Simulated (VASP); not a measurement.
# SiC (Moissanite 3C): optical spectrum, part 2 of 2

Wanted: where SiC (Moissanite 3C) absorbs light, and how strongly it screens. The cell is of the zinc-blende type, one of the forms listed for this formula. The start is a cell from a database of measured crystal structures.

VASP 6.6.1; PBE; plane waves and PAW (Si, C).

So far. Step 2 (Ground state): The cell has a gap of 1.50 eV on this mesh and a pressure of +3.2 GPa, which holds the misfit of the given cell and coordinates with this functional, and any error of cutoff, mesh and data sets.

## (4) Static response with local fields

Perturbation theory (LEPSILON) gives the dielectric tensor with local fields, and the Born charges.

The input, INCAR:

```
SYSTEM = SiC
PREC = Accurate
ENCUT = 520
EDIFF = 1E-08
NELM = 100
ISMEAR = 0
SIGMA = 0.01
LREAL = .FALSE.
ALGO = Normal
GGA = PE
NBANDS = 10
LWAVE = .FALSE.
LCHARG = .FALSE.
KPAR = 4
LEPSILON = .TRUE.
```

The input, POSCAR:

```
SiC
1.0
    0.0000000000      2.1790000000      2.1790000000
    2.1790000000      0.0000000000      2.1790000000
    2.1790000000      2.1790000000      0.0000000000
Si C
1 1
Direct
    0.0000000000      0.0000000000      0.0000000000
    0.7500000000      0.7500000000      0.7500000000
```

The input, KPOINTS:

```
Automatic mesh
0
Gamma
14 14 14
0 0 0
```

The projector-augmented-wave data sets are Si and C (PBE family, release 64).

The run is started by

```console
mpirun -np 4 vasp_std
```

The program printed:

```text
[... set-up lines as in an earlier step ...]
 entering main loop
       N       E                     dE             d eps       ncg     rms          rms(c)
DAV:   1     0.305247330984E+01    0.30525E+01   -0.40672E+03  2154   0.680E+02
DAV:   2    -0.163303139424E+02   -0.19383E+02   -0.18464E+02  2732   0.109E+02
DAV:   3    -0.169103241902E+02   -0.58001E+00   -0.57910E+00  2452   0.167E+01
DAV:   4    -0.169127029148E+02   -0.23787E-02   -0.23786E-02  2396   0.134E+00
DAV:   5    -0.169127145709E+02   -0.11656E-04   -0.11656E-04  2418   0.863E-02    0.881E+00
DAV:   6    -0.151157335601E+02    0.17970E+01   -0.67495E+00  2166   0.125E+01    0.390E+00
DAV:   7    -0.150652684017E+02    0.50465E-01   -0.37369E-01  2484   0.378E+00    0.178E+00
DAV:   8    -0.150576123351E+02    0.76561E-02   -0.20534E-02  2146   0.103E+00    0.163E-01
DAV:   9    -0.150577518826E+02   -0.13955E-03   -0.14583E-03  2750   0.233E-01    0.112E-01
DAV:  10    -0.150578586863E+02   -0.10680E-03   -0.20798E-04  2290   0.966E-02    0.242E-02
DAV:  11    -0.150578608090E+02   -0.21227E-05   -0.37483E-05  2384   0.342E-02    0.584E-03
DAV:  12    -0.150578612035E+02   -0.39444E-06   -0.15034E-06  2216   0.828E-03    0.101E-03
DAV:  13    -0.150578612455E+02   -0.42006E-07   -0.73293E-08  2348   0.209E-03    0.105E-03
DAV:  14    -0.150578612326E+02    0.12839E-07   -0.60092E-09  1458   0.562E-04    0.374E-04
DAV:  15    -0.150578612342E+02   -0.15597E-08   -0.67818E-10  1094   0.202E-04
   1 F= -.15057861E+02 E0= -.15057861E+02  d E =-.111993E-13
 Linear response reoptimize wavefunctions to high precision
DAV:   1    -0.150578612349E+02   -0.72976E-09   -0.47173E-11  1216   0.556E-05
DAV:   2    -0.150578612349E+02    0.78444E-11   -0.32556E-12  1064   0.163E-05
 Linear response G [H, r] |phi>, progress :
  Direction:   1
       N       E                     dE             d eps       ncg     rms
RMM:   1    -0.409427642590E+02   -0.40943E+02   -0.44587E+01  5328   0.439E+01
RMM:   2    -0.324567937392E+02    0.84860E+01   -0.24485E+00  3343   0.113E+01
RMM:   3    -0.324511392971E+02    0.56544E-02   -0.36826E-02  3453   0.107E+00
RMM:   4    -0.324498207060E+02    0.13186E-02   -0.19427E-03  3637   0.125E-01
RMM:   5    -0.324496726479E+02    0.14806E-03   -0.16632E-04  3595   0.162E-02
RMM:   6    -0.324496571859E+02    0.15462E-04   -0.54844E-06  3777   0.225E-03
RMM:   7    -0.324496556550E+02    0.15308E-05    0.99361E-06  3510   0.348E-04
RMM:   8    -0.324496555596E+02    0.95431E-07    0.10222E-05  2997   0.739E-05
RMM:   9    -0.324496556271E+02   -0.67502E-07    0.47167E-07  2595   0.441E-05
RMM:  10    -0.324496554421E+02    0.18502E-06   -0.34392E-06  2292   0.433E-05
RMM:  11    -0.324496555237E+02   -0.81608E-07   -0.36158E-06  1922   0.434E-05
RMM:  12    -0.324496555090E+02    0.14716E-07   -0.10475E-05  1474   0.433E-05
 Linear response G [H, r] |phi>, progress :
  Direction:   2
       N       E                     dE             d eps       ncg     rms
RMM:   1    -0.382626342509E+02   -0.38263E+02   -0.50103E+01  5346   0.415E+01
RMM:   2    -0.325866873545E+02    0.56759E+01   -0.16956E+00  3307   0.969E+00
RMM:   3    -0.325855179528E+02    0.11694E-02   -0.26289E-02  3426   0.893E-01
RMM:   4    -0.325844264103E+02    0.10915E-02   -0.18127E-03  3617   0.102E-01
RMM:   5    -0.325842813247E+02    0.14509E-03   -0.17691E-04  3597   0.132E-02
RMM:   6    -0.325842662894E+02    0.15035E-04   -0.22336E-05  3764   0.184E-03
RMM:   7    -0.325842648055E+02    0.14839E-05   -0.71448E-06  3442   0.288E-04
RMM:   8    -0.325842646390E+02    0.16644E-06   -0.70184E-06  2961   0.669E-05
RMM:   9    -0.325842647365E+02   -0.97480E-07   -0.16310E-05  2590   0.444E-05
RMM:  10    -0.325842647835E+02   -0.47011E-07   -0.31568E-05  2324   0.438E-05
RMM:  11    -0.325842647962E+02   -0.12664E-07   -0.14990E-05  1890   0.441E-05
RMM:  12    -0.325842648287E+02   -0.32505E-07   -0.22520E-05  1383   0.442E-05
 Linear response G [H, r] |phi>, progress :
  Direction:   3
       N       E                     dE             d eps       ncg     rms
RMM:   1    -0.257339023510E+02   -0.25734E+02    0.88831E+01  5079   0.427E+01
RMM:   2    -0.223539465815E+02    0.33800E+01   -0.22423E+00  3292   0.106E+01
RMM:   3    -0.223485952494E+02    0.53513E-02   -0.28970E-02  3375   0.106E+00
RMM:   4    -0.223481127624E+02    0.48249E-03   -0.37849E-04  3604   0.127E-01
RMM:   5    -0.223481092462E+02    0.35162E-05   -0.12428E-05  3544   0.172E-02
RMM:   6    -0.223481088720E+02    0.37420E-06   -0.12097E-06  3649   0.249E-03
RMM:   7    -0.223481087923E+02    0.79749E-07   -0.43043E-07  3336   0.397E-04
RMM:   8    -0.223481087218E+02    0.70488E-07   -0.45118E-07  2914   0.845E-05
RMM:   9    -0.223481087204E+02    0.13858E-08   -0.27142E-07  2428   0.441E-05
RMM:  10    -0.223481087199E+02    0.47567E-09   -0.10976E-06  2148   0.424E-05
RMM:  11    -0.223481087199E+02    0.19462E-10   -0.91149E-07  1798   0.425E-05
RMM:  12    -0.223481087199E+02   -0.79723E-11   -0.52990E-07  1466   0.426E-05
 Linear response to external field (no local field effect), progress :
  Direction:   1
       N       E                     dE             d eps       ncg     rms          rms(c)
RMM:   1    -0.431723575104E+00   -0.43172E+00   -0.17752E+00  4794   0.278E+00
RMM:   2    -0.442328079104E+00   -0.10605E-01   -0.30683E-03  3350   0.396E-01
RMM:   3    -0.442347562576E+00   -0.19483E-04   -0.17782E-05  3409   0.268E-02
RMM:   4    -0.442347677150E+00   -0.11457E-06   -0.17493E-07  3473   0.269E-03
RMM:   5    -0.442347676942E+00    0.20795E-09   -0.39077E-09  3297   0.279E-04
 change of polarisation eV/A/(eV/A) component  1 :     0.885     0.461     0.081
 dielectric tensor                  component  1 :     8.737     4.033     0.706
 Linear response to external field (no local field effect), progress :
  Direction:   2
       N       E                     dE             d eps       ncg     rms          rms(c)
RMM:   1    -0.419743108059E+00   -0.41974E+00   -0.17067E+00  4754   0.268E+00
RMM:   2    -0.429746507229E+00   -0.10003E-01   -0.30506E-03  3342   0.384E-01
RMM:   3    -0.429766282564E+00   -0.19775E-04   -0.16958E-05  3383   0.263E-02
RMM:   4    -0.429766398166E+00   -0.11560E-06   -0.14953E-07  3441   0.256E-03
RMM:   5    -0.429766399068E+00   -0.90201E-09   -0.19875E-09  3254   0.262E-04
 change of polarisation eV/A/(eV/A) component  2 :     0.461     0.860    -0.071
 dielectric tensor                  component  2 :     4.033     8.517    -0.619
 Linear response to external field (no local field effect), progress :
  Direction:   3
       N       E                     dE             d eps       ncg     rms          rms(c)
RMM:   1    -0.187239540575E+00   -0.18724E+00   -0.63717E-01  4734   0.212E+00
RMM:   2    -0.191153791692E+00   -0.39143E-02   -0.13249E-03  3309   0.286E-01
RMM:   3    -0.191163050111E+00   -0.92584E-05   -0.77287E-06  3362   0.192E-02
RMM:   4    -0.191163125134E+00   -0.75023E-07   -0.53271E-08  3446   0.197E-03
RMM:   5    -0.191163127156E+00   -0.20215E-08    0.97959E-10  3172   0.207E-04
 change of polarisation eV/A/(eV/A) component  3 :     0.081    -0.071     0.382
 dielectric tensor                  component  3 :     0.708    -0.619     4.343
 Linear response to external field, progress :
  Direction:   1
       N       E                     dE             d eps       ncg     rms          rms(c)
RMM:   1    -0.346239347406E+00   -0.34624E+00   -0.13731E+00 19690   0.253E+00
RMM:   2    -0.354409466860E+00   -0.81701E-02   -0.24809E-03 13683   0.355E-01    0.865E-01
RMM:   3    -0.348314178100E+00    0.60953E-02   -0.46796E-03 13792   0.424E-01    0.512E-01
RMM:   4    -0.363502176548E+00   -0.15188E-01   -0.59232E-03 13767   0.490E-01    0.857E-02
RMM:   5    -0.367204747432E+00   -0.37026E-02   -0.15449E-04 13841   0.926E-02    0.131E-02
RMM:   6    -0.367396000821E+00   -0.19125E-03   -0.21317E-06 14424   0.114E-02    0.603E-03
RMM:   7    -0.367524735512E+00   -0.12873E-03   -0.66588E-07 14002   0.669E-03    0.475E-04
RMM:   8    -0.367529540274E+00   -0.48048E-05   -0.68549E-09 15049   0.601E-04    0.186E-04
RMM:   9    -0.367529001443E+00    0.53883E-06   -0.17148E-09 14090   0.323E-04    0.346E-05
RMM:  10    -0.367529297837E+00   -0.29639E-06    0.96920E-11  9313   0.329E-05    0.723E-06
 change of polarisation eV/A/(eV/A) component  1 :     0.681     0.168     0.094
 dielectric tensor                  component  1 :     6.958     1.472     0.820
 Linear response to external field, progress :
  Direction:   2
       N       E                     dE             d eps       ncg     rms          rms(c)
RMM:   1    -0.346239019354E+00   -0.34624E+00   -0.13731E+00 19690   0.253E+00
RMM:   2    -0.354409442911E+00   -0.81704E-02   -0.24810E-03 13684   0.355E-01    0.865E-01
RMM:   3    -0.348314327670E+00    0.60951E-02   -0.46796E-03 13789   0.424E-01    0.512E-01
RMM:   4    -0.363502526704E+00   -0.15188E-01   -0.59237E-03 13770   0.490E-01    0.857E-02
RMM:   5    -0.367204883656E+00   -0.37024E-02   -0.15446E-04 13849   0.926E-02    0.131E-02
RMM:   6    -0.367396209509E+00   -0.19133E-03   -0.21367E-06 14417   0.114E-02    0.604E-03
RMM:   7    -0.367524897983E+00   -0.12869E-03   -0.66493E-07 14006   0.668E-03    0.473E-04
RMM:   8    -0.367529738711E+00   -0.48407E-05   -0.61704E-09 15067   0.600E-04    0.187E-04
RMM:   9    -0.367529205320E+00    0.53339E-06   -0.14253E-09 14070   0.324E-04    0.376E-05
RMM:  10    -0.367529474477E+00   -0.26916E-06    0.73656E-11  9210   0.315E-05    0.996E-06
 change of polarisation eV/A/(eV/A) component  2 :     0.108     0.681     0.133
 dielectric tensor                  component  2 :     0.945     6.958     1.166
 Linear response to external field, progress :
  Direction:   3
       N       E                     dE             d eps       ncg     rms          rms(c)
RMM:   1    -0.346239034696E+00   -0.34624E+00   -0.13731E+00 19691   0.253E+00
RMM:   2    -0.354409448710E+00   -0.81704E-02   -0.24809E-03 13683   0.355E-01    0.865E-01
RMM:   3    -0.348314396241E+00    0.60951E-02   -0.46792E-03 13790   0.424E-01    0.512E-01
RMM:   4    -0.363502527082E+00   -0.15188E-01   -0.59230E-03 13771   0.490E-01    0.857E-02
RMM:   5    -0.367204879278E+00   -0.37024E-02   -0.15445E-04 13843   0.926E-02    0.131E-02
RMM:   6    -0.367396203028E+00   -0.19132E-03   -0.21338E-06 14422   0.114E-02    0.604E-03
RMM:   7    -0.367524900635E+00   -0.12870E-03   -0.66424E-07 13999   0.668E-03    0.473E-04
RMM:   8    -0.367529740167E+00   -0.48395E-05   -0.59711E-09 15057   0.600E-04    0.187E-04
RMM:   9    -0.367529206522E+00    0.53365E-06   -0.13427E-09 14086   0.324E-04    0.375E-05
RMM:  10    -0.367529475071E+00   -0.26855E-06    0.38741E-11  9202   0.315E-05    0.991E-06
 change of polarisation eV/A/(eV/A) component  3 :     0.093     0.169     0.681
 dielectric tensor                  component  3 :     0.813     1.479     6.958
 Born effective charges drift removed
```

Elapsed: 61 s, on 4 MPI ranks of Intel Xeon Platinum 8259CL at 2.50GHz (Skylake/Cascade Lake), shared host; peak memory 1.3 GiB.

Parts of OUTCAR (step 4):

```text
The static configuration has the point symmetry T_d .

 Found    104 irreducible k-points:

   k-points           NKPTS =    104   k-points in BZ     NKDIM =    104   number of bands    NBANDS=     10

   NELECT =       8.0000    total number of electrons

  Total        0.4145065      0.4145065      0.4145065      0.0000000     -0.0000000      0.0000000
  in kB       32.0952118     32.0952118     32.0952118      0.0000000     -0.0000000      0.0000000
  external PRESSURE =      32.0952118 kB  Pullay stress =       0.0000000 kB

 POSITION                                       TOTAL-FORCE (eV/Angst)
 -----------------------------------------------------------------------------------
      0.00000      0.00000      0.00000         0.000000      0.000000     -0.000000
      3.26850      3.26850      3.26850         0.000000     -0.000000      0.000000
 -----------------------------------------------------------------------------------
    total drift:                               -0.000000     -0.000000     -0.000000

 MACROSCOPIC STATIC DIELECTRIC TENSOR (including local field effects in DFT)
 ------------------------------------------------------
           6.957736    -0.000000    -0.000000
          -0.000000     6.957736    -0.000000
           0.000000    -0.000000     6.957736
 ------------------------------------------------------

 PIEZOELECTRIC TENSOR (including local field effects)  for field in x, y, z        (C/m^2)
          XX          YY          ZZ          XY          YZ          ZX
  --------------------------------------------------------------------------------
  x    -0.00000     0.00000    -0.00000     0.00000     0.99583     0.00000
  y    -0.00000    -0.00000     0.00000     0.00000     0.00000     0.99583
  z    -0.00000    -0.00000    -0.00000     0.99583     0.00000     0.00000

 BORN EFFECTIVE CHARGES (including local field effects) (in |e|, cummulative output)
 ---------------------------------------------------------------------------------
 ion    1
    1     2.70079    -0.00000     0.00000
    2     0.00000     2.70079    -0.00000
    3    -0.00000    -0.00000     2.70079
 ion    2
    1    -2.70079     0.00000    -0.00000
    2     0.00000    -2.70079     0.00000
    3     0.00000     0.00000    -2.70079

[... 7 parts as in an earlier step ...]

[... 1 further part left out ...]
```

Energies printed during the response cycles are not total energies of the cell.

This step gave:

```
Fermi energy : 8.152 eV
pressure     : 3.210 GPa
```

Electronic dielectric tensor with local fields:

```
6.96 0.00 0.00
0.00 6.96 0.00
0.00 0.00 6.96
```

Born effective charge (e), principal values of the symmetric part by kind of site:

| atom | atoms with these values | low | middle | high | mean |
| --- | --- | --- | --- | --- | --- |
| Si1 | 1 | 2.70 | 2.70 | 2.70 | 2.70 |
| C2 | 1 | -2.70 | -2.70 | -2.70 | -2.70 |

In full for C2:

```
-2.70  0.00  0.00
 0.00 -2.70  0.00
 0.00  0.00 -2.70
```

Piezoelectric tensor with clamped ions (C/m²), by row:

| field | xx | yy | zz | xy | yz | zx |
| --- | --- | --- | --- | --- | --- | --- |
| x | 0 | 0 | 0 | 0 | 0.9958 | 0 |
| y | 0 | 0 | 0 | 0 | 0 | 0.9958 |
| z | 0 | 0 | 0 | 0.9958 | 0 | 0 |

The mean electronic (clamped-ion) dielectric constant is 6.96.

## (5) Summary of results

```yaml
pbe_independent_particles: eps xx at zero frequency 7.17, centre of weight of eps2 xx, over the range kept, at 8.76 eV, mesh 14×14×14
pbe_with_local_fields: eps 6.96, 6.96, 6.96
```

**Reading.** Local fields, and the bands above those summed, take the mean static value from 7.17 to 6.96. Excitons and quasiparticle shifts are absent, so the onset tends to lie too low and its shape can differ. The given cell is kept, although it stands at +3.2 GPa at PBE and ENCUT = 520 eV, which holds the mismatch of the given cell with this functional and any basis-set error.

Computed beside measured:

| quantity | measured | PBE |
| --- | --- | --- |
| ε∞ (mean of the tensor) | 6.49 | 6.96 (+7.2 %) |

Measured values from arxiv:astro-ph/9903031 (1999).

**Verdict.** The ε∞ is off by +7.2 %: fair agreement. The grades are ours: good and fair within 7 and 18 % for the ε∞. No cell relaxation is part of this session.

[Lines on the potential files, build, host, timing and source positions are cut from VASP's logs without a mark.]

[Logs are printed without paths, hosts, clocks, repeated set-up lines and the standing remarks that a program may print on its own settings, such as how far it seeks lower states.]

[Hosts, paths, dates, database ids (printed as entryN), source tags and the programs' standing remarks are cut or masked in the printed files.]
